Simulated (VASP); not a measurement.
# Native point defects of ZnAu, part 5 of 6

Wanted: a map of the native defects of ZnAu, all in one supercell and at one level. The start is a cell from a database of measured crystal structures.

VASP 6.6.1, plane waves and PAW; the level of theory is named at each step.

So far, formation energy of the neutral defect (eV): step 7 (this defect's formation energies, 53 atoms, defect vacancy …) 0.450.

## Step 8: The defect cell, 53 atoms, defect Au vacancy

This step: PBEsol; plane waves and PAW (Au, Zn) (VASP 6.6.1).

System of this step: Zn27Au26. The cell holds 53 atoms: 26 Au and 27 Zn. Its edges and angles: a = 9.374 Å, b = 9.374 Å, c = 9.374 Å, α = 90.0°, β = 90.0°, γ = 90.0°. It derives from ZnAu. Nearest the centre at fractional (0.000, 0.000, 0.000): Zn53 at 2.71 Å, Zn47 at 2.71 Å, Zn35 at 2.71 Å, Zn51 at 2.71 Å, Zn29 at 2.71 Å, Zn45 at 2.71 Å, Zn33 at 2.71 Å, Zn27 at 2.71 Å.

The input, INCAR:

```
SYSTEM = Zn27Au26
PREC = Normal
ENCUT = 300
EDIFF = 1E-05
NELM = 120
ISMEAR = 1
SIGMA = 0.2
LREAL = Auto
ALGO = Fast
GGA = PS
NBANDS = 360
LASPH = .TRUE.
LORBIT = 11
LWAVE = .FALSE.
LCHARG = .TRUE.
KPAR = 4
NCORE = 2
IBRION = 2
NSW = 50
ISIF = 2
EDIFFG = -0.03
POTIM = 0.4
MAXMIX = 40
ISYM = 2
```

The input, POSCAR:

```
Zn27Au26
1.0
    9.3744791451      0.0000000000      0.0000000000
    0.0000000000      9.3744791451      0.0000000000
    0.0000000000      0.0000000000      9.3744791451
Au Zn
26 27
Direct
    0.0000000000      0.0000000000      0.3333333300
    0.0000000000      0.0000000000      0.6666666700
    0.0000000000      0.3333333300      0.0000000000
    0.0000000000      0.3333333300      0.3333333300
    0.0000000000      0.3333333300      0.6666666700
    0.0000000000      0.6666666700      0.0000000000
    0.0000000000      0.6666666700      0.3333333300
    0.0000000000      0.6666666700      0.6666666700
    0.3333333300      0.0000000000      0.0000000000
    0.3333333300      0.0000000000      0.3333333300
    0.3333333300      0.0000000000      0.6666666700
    0.3333333300      0.3333333300      0.0000000000
    0.3333333300      0.3333333300      0.3333333300
    0.3333333300      0.3333333300      0.6666666700
    0.3333333300      0.6666666700      0.0000000000
    0.3333333300      0.6666666700      0.3333333300
    0.3333333300      0.6666666700      0.6666666700
    0.6666666700      0.0000000000      0.0000000000
    0.6666666700      0.0000000000      0.3333333300
    0.6666666700      0.0000000000      0.6666666700
    0.6666666700      0.3333333300      0.0000000000
    0.6666666700      0.3333333300      0.3333333300
    0.6666666700      0.3333333300      0.6666666700
    0.6666666700      0.6666666700      0.0000000000
    0.6666666700      0.6666666700      0.3333333300
    0.6666666700      0.6666666700      0.6666666700
    0.1666666700      0.1666666700      0.1666666700
    0.1666666700      0.1666666700      0.5000000000
    0.1666666700      0.1666666700      0.8333333300
    0.1666666700      0.5000000000      0.1666666700
    0.1666666700      0.5000000000      0.5000000000
    0.1666666700      0.5000000000      0.8333333300
    0.1666666700      0.8333333300      0.1666666700
    0.1666666700      0.8333333300      0.5000000000
    0.1666666700      0.8333333300      0.8333333300
    0.5000000000      0.1666666700      0.1666666700
    0.5000000000      0.1666666700      0.5000000000
    0.5000000000      0.1666666700      0.8333333300
    0.5000000000      0.5000000000      0.1666666700
    0.5000000000      0.5000000000      0.5000000000
    0.5000000000      0.5000000000      0.8333333300
    0.5000000000      0.8333333300      0.1666666700
    0.5000000000      0.8333333300      0.5000000000
    0.5000000000      0.8333333300      0.8333333300
    0.8333333300      0.1666666700      0.1666666700
    0.8333333300      0.1666666700      0.5000000000
    0.8333333300      0.1666666700      0.8333333300
    0.8333333300      0.5000000000      0.1666666700
    0.8333333300      0.5000000000      0.5000000000
    0.8333333300      0.5000000000      0.8333333300
    0.8333333300      0.8333333300      0.1666666700
    0.8333333300      0.8333333300      0.5000000000
    0.8333333300      0.8333333300      0.8333333300
```

The input, KPOINTS:

```
Automatic mesh
0
Monkhorst-Pack
3 3 3
0 0 0
```

Potentials, in the order of the species: Au and Zn (PBE family, release 64).

Command:

```sh
$ mpirun -np 8 vasp_std
```

What it wrote:

```text
[... set-up lines as in an earlier step ...]
 entering main loop
       N       E                     dE             d eps       ncg     rms          rms(c)
DAV:   1     0.537782390710E+04    0.53778E+04   -0.18670E+05  2904   0.158E+03
DAV:   2     0.646943647350E+03   -0.47309E+04   -0.45059E+04  2880   0.444E+02
DAV:   3    -0.125971844869E+03   -0.77292E+03   -0.71640E+03  2928   0.161E+02
DAV:   4    -0.170231236525E+03   -0.44259E+02   -0.43058E+02  3136   0.439E+01
DAV:   5    -0.171074043401E+03   -0.84281E+00   -0.83711E+00  3056   0.519E+00    0.466E+01
RMM:   6    -0.157023358859E+03    0.14051E+02   -0.45619E+01  2880   0.141E+01    0.293E+01
RMM:   7    -0.156364378942E+03    0.65898E+00   -0.40201E+00  2880   0.319E+00    0.131E+01
RMM:   8    -0.156174384704E+03    0.18999E+00   -0.66704E-01  2880   0.151E+00    0.141E+00
RMM:   9    -0.156156198018E+03    0.18187E-01   -0.78269E-02  2880   0.623E-01    0.482E-01
RMM:  10    -0.156158183257E+03   -0.19852E-02   -0.43504E-02  2880   0.317E-01    0.549E-01
RMM:  11    -0.156156529320E+03    0.16539E-02   -0.10378E-02  2882   0.189E-01    0.991E-02
RMM:  12    -0.156156593282E+03   -0.63962E-04   -0.16742E-03  2937   0.808E-02    0.791E-02
RMM:  13    -0.156156598216E+03   -0.49342E-05   -0.30064E-04  3020   0.348E-02    0.387E-02
RMM:  14    -0.156156592228E+03    0.59879E-05   -0.11174E-04  2705   0.218E-02    0.139E-02
RMM:  15    -0.156156592771E+03   -0.54308E-06   -0.31104E-05  1898   0.111E-02
   1 F= -.15615659E+03 E0= -.15616934E+03  d E =-.156157E+03
 curvature:   0.00 expect dE= 0.000E+00 dE for cont linesearch  0.000E+00
 trial: gam= 0.00000 g(F)=  0.628E-01 g(S)=  0.000E+00 ort = 0.000E+00 (trialstep = 0.100E+01)
 search vector abs. value=  0.628E-01
 bond charge predicted
       N       E                     dE             d eps       ncg     rms          rms(c)
DAV:   1    -0.156207417876E+03   -0.50826E-01   -0.12917E+01  3008   0.601E+00    0.206E-01
RMM:   2    -0.156213116335E+03   -0.56985E-02   -0.57203E-02  2880   0.576E-01    0.157E-01
RMM:   3    -0.156213916517E+03   -0.80018E-03   -0.99274E-03  2914   0.216E-01    0.961E-02
RMM:   4    -0.156214026287E+03   -0.10977E-03   -0.22642E-03  2904   0.113E-01    0.854E-02
RMM:   5    -0.156214015667E+03    0.10620E-04   -0.68923E-04  2883   0.570E-02    0.345E-02
RMM:   6    -0.156214024474E+03   -0.88068E-05   -0.17437E-04  2942   0.279E-02    0.236E-02
RMM:   7    -0.156214018580E+03    0.58940E-05   -0.66925E-05  2610   0.182E-02
   2 F= -.15621402E+03 E0= -.15622786E+03  d E =-.574258E-01
[... from here on, the cycles between the ionic steps are left out ...]
   3 F= -.15631663E+03 E0= -.15633298E+03  d E =-.160040E+00
   4 F= -.15632555E+03 E0= -.15634256E+03  d E =-.168961E+00
   5 F= -.15635133E+03 E0= -.15636874E+03  d E =-.257769E-01
   6 F= -.15637187E+03 E0= -.15638948E+03  d E =-.463110E-01
   7 F= -.15638735E+03 E0= -.15640448E+03  d E =-.617988E-01
   8 F= -.15640750E+03 E0= -.15642321E+03  d E =-.201489E-01
   9 F= -.15641434E+03 E0= -.15642815E+03  d E =-.269821E-01
  10 F= -.15642790E+03 E0= -.15644043E+03  d E =-.135609E-01
  11 F= -.15643027E+03 E0= -.15644213E+03  d E =-.159390E-01
 curvature:  -6.07 expect dE=-0.747E-02 dE for cont linesearch -0.119E-04
 trial: gam=-0.03503 g(F)=  0.123E-02 g(S)=  0.000E+00 ort = 0.141E-03 (trialstep = 0.416E+01)
 search vector abs. value=  0.123E-02
 bond charge predicted
       N       E                     dE             d eps       ncg     rms          rms(c)
DAV:   1    -0.156429874639E+03    0.39708E-03   -0.47077E+00  2896   0.357E+00    0.147E-01
RMM:   2    -0.156432948510E+03   -0.30739E-02   -0.27366E-02  2880   0.421E-01    0.165E-01
RMM:   3    -0.156433129287E+03   -0.18078E-03   -0.45903E-03  2881   0.155E-01    0.109E-01
RMM:   4    -0.156433208441E+03   -0.79154E-04   -0.17643E-03  3090   0.842E-02    0.486E-02
RMM:   5    -0.156433244684E+03   -0.36243E-04   -0.44007E-04  2962   0.423E-02    0.373E-02
RMM:   6    -0.156433250518E+03   -0.58342E-05   -0.10627E-04  2405   0.209E-02    0.217E-02
RMM:   7    -0.156433250746E+03   -0.22816E-06   -0.27384E-05  2017   0.120E-02
  12 F= -.15643325E+03 E0= -.15644519E+03  d E =-.297656E-02
 trial-energy change:   -0.002977  1 .order   -0.002371   -0.005100    0.000359
 step:   3.9906(harm=  3.8841)  dis= 0.00520  next Energy=  -156.433258 (dE=-0.298E-02)
 reached required accuracy - stopping structural energy minimisation
```

Elapsed: 6.6 min, on 8 MPI ranks of AMD EPYC 7R43, shared host; peak memory 2.6 GiB; 52 min of CPU time.

OUTCAR, selected parts (step 8):

```text
   NELECT =     610.0000    total number of electrons

 E-fermi :   6.9005

 k-point     1 :       0.0000    0.0000    0.0000
  band No.  band energies     occupation
    ...
    299       6.7119      2.03629
    300       6.7119      2.03629
    301       6.9405      0.66889
    302       6.9405      0.66889
    303       6.9405      0.66889
    304       7.1053     -0.05487
    305       7.1053     -0.05487
    306       7.1053     -0.05487
    307       7.2333     -0.04028
    308       7.3745     -0.00405
    ...

  Total       -5.5578090     -5.5578090     -5.5578090     -0.0000000      0.0000000      0.0000000
  in kB      -10.8086824    -10.8086824    -10.8086824     -0.0000000      0.0000000      0.0000000
  external PRESSURE =     -10.8086824 kB  Pullay stress =       0.0000000 kB

 POSITION                                       TOTAL-FORCE (eV/Angst)
 -----------------------------------------------------------------------------------
      0.00000      9.37448      3.16718        -0.000000      0.000000     -0.005825
      0.00000      9.37448      6.20730        -0.000000      0.000000      0.005825
      0.00000      3.16718      0.00000        -0.000000     -0.005825     -0.000000
      0.00000      3.08591      3.08591        -0.000000     -0.013352     -0.013352
      0.00000      3.08591      6.28857        -0.000000     -0.013352      0.013352
      0.00000      6.20730      0.00000        -0.000000      0.005825     -0.000000
      0.00000      6.28857      3.08591        -0.000000      0.013352     -0.013352
      0.00000      6.28857      6.28857        -0.000000      0.013352      0.013352
      3.16718      9.37448      9.37448        -0.005825      0.000000     -0.000000
      3.08591      9.37448      3.08591        -0.013352      0.000000     -0.013352
      3.08591      9.37448      6.28857        -0.013352      0.000000      0.013352
      3.08591      3.08591      9.37448        -0.013352     -0.013352     -0.000000
      3.11984      3.11984      3.11984         0.011808      0.011808      0.011808
      3.11984      3.11984      6.25464         0.011808      0.011808     -0.011808
      3.08591      6.28857      0.00000        -0.013352      0.013352     -0.000000
      3.11984      6.25464      3.11984         0.011808     -0.011808      0.011808
      3.11984      6.25464      6.25464         0.011808     -0.011808     -0.011808
      6.20730      9.37448      0.00000         0.005825      0.000000     -0.000000
      6.28857      9.37448      3.08591         0.013352      0.000000     -0.013352
      6.28857      9.37448      6.28857         0.013352      0.000000      0.013352
      6.28857      3.08591      9.37448         0.013352     -0.013352     -0.000000
      6.25464      3.11984      3.11984        -0.011808      0.011808      0.011808
      6.25464      3.11984      6.25464        -0.011808      0.011808     -0.011808
      6.28857      6.28857      0.00000         0.013352      0.013352     -0.000000
[...]
-----------------------------------------------------------------------------------
    total drift:                               -0.000000      0.000000     -0.000000

  FREE ENERGIE OF THE ION-ELECTRON SYSTEM (eV)
  ---------------------------------------------------
  free  energy   TOTEN  =      -156.4332507464 eV

  energy  without entropy=     -156.4690800836  energy(sigma->0) =     -156.44519386

[... 8 parts as in an earlier step ...]

[... 8 further parts left out ...]
```

The steps of the relaxation:

| step | energy less that of the first step (eV) | largest force (eV/Å) |
| --- | --- | --- |
| 1 | 0.0000 | 0.3969 |
| 2 | -0.0574 | 0.3404 |
| 3 | -0.1600 | 0.1575 |
| 4 | -0.1690 | 0.1693 |
| 5 | -0.1947 | 0.1341 |
| 6 | -0.2153 | 0.0709 |
| 7 | -0.2308 | 0.1138 |
| 8 | -0.2509 | 0.0827 |
| 9 | -0.2577 | 0.0724 |
| 10 | -0.2713 | 0.0522 |
| 11 | -0.2737 | 0.0366 |
| 12 | -0.2767 | 0.0205 |

The atoms that moved most (Å):

| atom | dx | dy | dz | length |
| --- | --- | --- | --- | --- |
| Zn53 | 0.111 | 0.111 | 0.111 | 0.192 |
| Zn47 | 0.111 | -0.111 | 0.111 | 0.192 |
| Zn35 | -0.111 | 0.111 | 0.111 | 0.192 |
| Zn51 | 0.111 | 0.111 | -0.111 | 0.192 |
| Zn29 | -0.111 | -0.111 | 0.111 | 0.192 |
| Zn45 | 0.111 | -0.111 | -0.111 | 0.192 |
| Zn33 | -0.111 | 0.111 | -0.111 | 0.192 |
| Zn27 | -0.111 | -0.111 | -0.111 | 0.192 |

Numbers from this step:

```yaml
electrons: 610
free_energy_toten: -156.4333 eV
energy_at_zero_smearing: -156.4452 eV
fermi_energy: 6.901 eV
```

Valence density in the ac plane at fractional y = 0.000, through the centre, with atoms of Au within 0.45 Å of it. It is the smooth field of the valence electrons, not physical close to the nuclei.

Ten even steps from '_' (0.0 e/Å³) to '@' (4.4 e/Å³), each cell a mean:
```
____________..==##%%++::____..--**%%**--..__________
____________..::====::..______..--==--..____________
________________....____________......______________
____________________________________________________
____________________________________________________
::..__________..::::..__________::::::..________....
**==..______::==****--..______::++****--..____..::++
@@**--______::**@@@@++..______--##@@%%==..____..==%%
%%**::______::++####==..______::++%%##==..____..==##
==--..______..::----::________..::----..________::==
....____________....______________....____________..
____________________________________________________
____________________________________________________
::::..________..::::..__________..::::..________..::
**==::______..==++++--..______..==**++--..____..--**
@@**--______::**@@%%++..______--**@@%%==..____..==%%
%%++::______::++%%%%==..______::**%%##==..____..--**
--::..______..--====::________..--====::________..--
..____________......____________......____________..
____________________________________________________
____________________________________________________
______________..::::..________..::::::..____________
____________..--****==..______::++**++::____________
____________::++@@@@**::____..--##@@##==..__________
```
Columns run along a (9.4 Å), rows up along c (9.4 Å). Atoms in or near the plane, at fractional coordinates: Au at (0.00, 0.34), Au at (0.00, 0.66), Au at (0.34, 0.00), Au at (0.33, 0.33), Au at (0.33, 0.67), Au at (0.66, 0.00), Au at (0.67, 0.33), Au at (0.67, 0.67).

The run ended after 12 ionic steps, 0.277 eV below its first step, once the forces on the free atoms met EDIFFG = -0.03.

The 8 first neighbours (Zn) lie 2.71 Å from the site in the perfect crystal and 2.51 Å on average after the relaxation (-7.1 %).

## Step 9: This defect's formation energies, 53 atoms, defect vacancy, element Au

This step: point defect, PBEsol; plane waves and PAW (VASP 6.6.1).

This step runs nothing: it gathers the runs above.

This step gave:

| Quantity | Value |
| --- | --- |
| formation energy of the neutral defect | 0.2918 eV |

Formation energy:

| formation energy (eV) | largest move (Å) |
| --- | --- |
| 0.2918 | 0.1918 |

E_f is E(defect cell) less E(perfect cell), corrected for the atoms exchanged with their references.

References, in eV an atom: Au -3.939 (crystal Fm-3m) and Zn -1.593 (crystal P6_3/mmc). They were run at the supercell's cutoff and functional, without U, and count both elements from their own phases.

The formation energy is 0.292 eV, and the largest move of an atom 0.19 Å.

(Continued in part 6 of 6.)

[Lines on the potential files, build, host, timing and source positions are cut from VASP's logs without a mark.]

[Logs are printed without paths, hosts, clocks, repeated set-up lines and the standing remarks that a program may print on its own settings, such as how far it seeks lower states.]

[Hosts, paths, dates, database ids (printed as entryN), source tags and the programs' standing remarks are cut or masked in the printed files.]

[In band tables of VASP the shares of atoms and orbitals are scaled to a sum of 1 inside the atoms' spheres.]

[Runs that stopped without an error message from VASP are left out.]
